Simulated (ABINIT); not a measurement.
# Quasiparticle gap of LiF (Griceite) in ABINIT, part 3 of 3

How does a plane-wave GW calculation on LiF (Griceite) run from the first input to the gap?

ABINIT 10.8.3; LDA and many-body steps on it, plane waves. Known limits of the many-body steps: not at the basis limit.

So far. Step 4 (Empty states on the mesh, 6×6×6 mesh, 21 bands): On this mesh the gap is 8.864 eV. Step 5 (Screening, 6×6×6 mesh, 17 bands, screening to 108.8 eV): Local fields lower ε∞ by 4 %.

### 6. Self-energy, 6×6×6 mesh, 17 bands, screening to 108.8 eV

The self-energy is evaluated for the states that the input lists, and the levels follow from it, in one-shot runs by the linearised quasiparticle equation.

This step: G0W0 on LDA, plane waves, norm-conserving pseudopotentials.

File run.abi:

```
acell 3*1.0 Angstrom
rprim 
  0.000000000000 2.014000000000 2.014000000000
  2.014000000000 0.000000000000 2.014000000000
  2.014000000000 2.014000000000 -0.000000000000
ntypat 2
znucl 3 9
natom 2
typat 1 2
xred 
  0.000000000000 0.000000000000 0.000000000000
  0.500000000000 0.500000000000 0.500000000000
pp_dirpath "pseudos"
pseudos "Li.upf, F.upf"
ecut 36
ngkpt 6 6 6
nshiftk 1
shiftk 0 0 0
kptopt 1
chksymbreak 0
istwfk *1
occopt 1
irdwfk 1
optdriver 4
nband 17
gwcalctyp 0
ecutsigx 36
symsigma 1
nkptgw 1
kptgw 
  0.0000000000 0.0000000000 0.0000000000
bdgw 
  3 9
ecuteps 4
irdscr 1
ppmodel 1
indata_prefix "in"
outdata_prefix "out"
tmpdata_prefix "tmp"
```

Started as:

```sh
$ OMP_NUM_THREADS=1 mpirun -n 4 abinit run.abi > log
```

Numbers of over 12 decimals in the logs are rounded to 6 here.

Output:

```text
.Version 10.8.3 of ABINIT. v10.8.2 released Aug 2026.

 Symmetries : space group Fm -3 m (#225); Bravais cF (face-center cubic)
[... echo of the input left out ...]
== DATASET  1 ==================================================================
-   mpi_nproc: 4, omp_nthreads: 1 (-1 if OMP is not activated)

--- !DatasetInfo
iteration_state: {dtset: 1, }
dimensions: {natom: 2, nkpt: 16, mband: 17, nsppol: 1, nspinor: 1, nspden: 1, mpw: 1158, }
cutoff_energies: {ecut:  36.0, pawecutdg:  -1.0, }
electrons: {nelect:   1.00000000E+01, charge:   0.00000000E+00, occopt:   1.00000000E+00, tsmear:   1.00000000E-02, }

 SIGMA: Calculation of the GW corrections

 Based on a program developped by R.W. Godby, V. Olevano, G. Onida, and L. Reining.
 Incorporated in ABINIT by V. Olevano, G.-M. Rignanese, and M. Torrent.
.Using double precision arithmetic ; gwpc =  8

[... cell and pseudopotentials left out ...]
--------------------------------------------------------------------------------

 ==== K-mesh for the wavefunctions ====
 Number of points in the irreducible wedge :    16
[... list of points left out ...]
 Together with 48 symmetry operations and time-reversal symmetry
 yields   216 points in the full Brillouin Zone.

 ==== Q-mesh for screening function ====
 Number of points in the irreducible wedge :    16
[... list of points left out ...]
 Together with 48 symmetry operations and time-reversal symmetry
 yields   216 points in the full Brillouin Zone.

 vcoul_init : cutoff-mode = AUXILIARY_FUNCTION
 q-points for optical limit:   1
     1)      0.000010    0.000020    0.000030
 setmesh: FFT mesh size selected  =    30x   30x   30
          total number of points  =        27000

 Number of electrons calculated from density =   10.0000; Expected =   10.0000
 average of density, n =  0.090697
 r_s =    1.3807
 omega_plasma =   29.0505 [eV]

 === KS Band Gaps ===
  >>>> For spin  1
   Minimum direct gap =   8.8641 [eV], located at k-point      :   0.0000  0.0000  0.0000
   Fundamental gap    =   8.8641 [eV], Top of valence bands at :   0.0000  0.0000  0.0000
                                       Bottom of conduction at :   0.0000  0.0000  0.0000
 SIGMA fundamental parameters:
 PLASMON POLE MODEL  1
 number of plane-waves for SigmaX                 1139
 number of plane-waves for SigmaC and W             51
 number of plane-waves for wavefunctions          1139
 number of bands                                    17
 number of independent spin polarizations            1
 number of spinorial components                      1
 number of k-points in IBZ                          16
 number of q-points in IBZ                          16
 number of symmetry operations                      48
 number of k-points in BZ                          216
 number of q-points in BZ                          216
 number of frequencies for dSigma/dE                 9
 frequency step for dSigma/dE [eV]                0.25
 number of omega for Sigma on real axis              0
 max omega for Sigma on real axis  [eV]           0.00
 zcut for avoiding poles [eV]                     0.10

 EPSILON^-1 parameters (SCR file):
 dimension of the eps^-1 matrix on file             51
 dimension of the eps^-1 matrix used                51
 number of plane-waves for wavefunctions          1139
 number of bands                                    17
 number of q-points in IBZ                          16
 number of frequencies                               2
 number of real frequencies                          1
 number of imag frequencies                          1

 matrix elements of self-energy operator (all in [eV])

 Perturbative Calculation

--- !SelfEnergy_ee
iteration_state: {dtset: 1, }
kpoint     : [   0.000,    0.000,    0.000, ]
spin       : 1
KS_gap     :    8.864
QP_gap     :   13.646
Delta_QP_KS:    4.782
data: !SigmaeeData |
     Band     E0 <VxcDFT>   SigX SigC(E0)      Z dSigC/dE  Sig(E)    E-E0       E
        3  -1.366 -22.703 -30.606   5.004   0.827  -0.209 -25.101  -2.397  -3.763
        4  -1.366 -22.703 -30.606   5.004   0.827  -0.209 -25.101  -2.397  -3.763
        5  -1.366 -22.703 -30.606   5.004   0.827  -0.209 -25.101  -2.397  -3.763
        6   7.499 -12.219  -6.791  -2.752   0.891  -0.122  -9.834   2.385   9.883
        7  22.133 -10.804  -3.125  -3.487   0.872  -0.146  -7.147   3.657  25.790
        8  22.133 -10.804  -3.125  -3.487   0.872  -0.146  -7.147   3.657  25.790
        9  22.133 -10.804  -3.125  -3.487   0.872  -0.146  -7.147   3.657  25.790

== END DATASET(S) ==============================================================
================================================================================

 -outvars: echo values of variables after computation  --------
           etotal      0.0000000000E+00
            nband          17
             nkpt          16
          spgroup         225
 [... the other variables as echoed above ...]

 Calculation completed.
```

It took 1.7 s on 4 MPI ranks of Arm Neoverse V2, shared host; peak memory 0.12 GiB.

Numbers from this step:

- G0W0 gap on the points computed: 13.65 eV
- starting gap on the mesh: 8.864 eV
- k of the valence top: 0, 0, 0
- k of the conduction bottom: 0, 0, 0
- Z at the valence top: 0.827
- Z at the conduction bottom: 0.891
- least direct G0W0 gap on the computed points: 13.65 eV

The gap on the mesh goes from 8.86 eV to 13.65 eV, a correction of +4.78 eV.

Limits: finite bands, cutoff and mesh. v1 is the top filled band, c1 the lowest empty one. The levels before and after the correction (eV, zero at the valence-band top of each column):

```
           conduction bottom  valence top
Kohn-Sham               8.86         0.00
     G0W0              13.65         0.00
```

```
             level  energy (eV)
Kohn-Sham  Γ v3-v1        0.000
Kohn-Sham     Γ c1        8.864
Kohn-Sham  Γ c2-c4       23.499
     G0W0  Γ v3-v1        0.000
     G0W0     Γ c1       13.646
     G0W0  Γ c2-c4       29.553
```

### 7. Where the time went

Times are wall times on 4 MPI ranks of Arm Neoverse V2, shared host, good to a factor of about two.

```
                          step   time  share  memory (GiB)
                  ground state  3.4 s   26 %          0.25
bands along the symmetry lines  2.9 s   22 %          0.07
      empty states on the mesh  2.3 s   18 %          0.07
                     screening  2.9 s   22 %          0.09
                   self-energy  1.7 s   13 %          0.12
```

### 8. Results

| Quantity | Value |
| --- | --- |
| LDA gap | 8.86 eV, indirect (only 1 meV under the direct gap) |
| G0W0 gap on the mesh | 13.65 eV |
| GW settings | 6×6×6 mesh, 17 bands, screening to 108.8 eV, Godby-Needs plasmon pole |
| known limits | not at the basis limit |

What this shows: G0W0 moves the gap on the mesh from 8.86 eV to 13.65 eV (+4.78 eV), with Z of 0.83 and 0.89 at the edges. Local fields lower the RPA ε∞ on this mesh from 2.09 to 2.01. Only 1 of the mesh's irreducible points was corrected, so a valley elsewhere could overtake. Bands and cutoff are finite, so the gap is not at the basis limit. The miss can reach some tenths of an eV and take either sign; the mesh is an error of its own. In the G0W0 run levels were corrected at 1 k point alone, so a gap called «on the mesh» is the least over those, and an edge elsewhere would be missed.

[Paths, hosts, dates, memory and timing lines, banners, echoed tables and standing remarks are left out of the program output.]

[Logs are printed without paths, hosts, clocks, repeated set-up lines and the standing remarks that a program may print on its own settings, such as how far it seeks lower states.]

[Runs of the session that timed out or met a known fault of the program may be left out.]

[Hosts, paths, dates, database ids (printed as entryN), source tags and the programs' standing remarks are cut or masked in the printed files.]

[G0W0 gaps are taken among the corrected bands and points alone; a level outside them can change the order at an edge.]

[Where Ansatz stands beside ABINIT at settings called matched, ABINIT's density can come from a denser mesh and the files from another edition; pairs whose starting gaps differed by over 0.03 eV were left out, so agreement reads better than it is.]
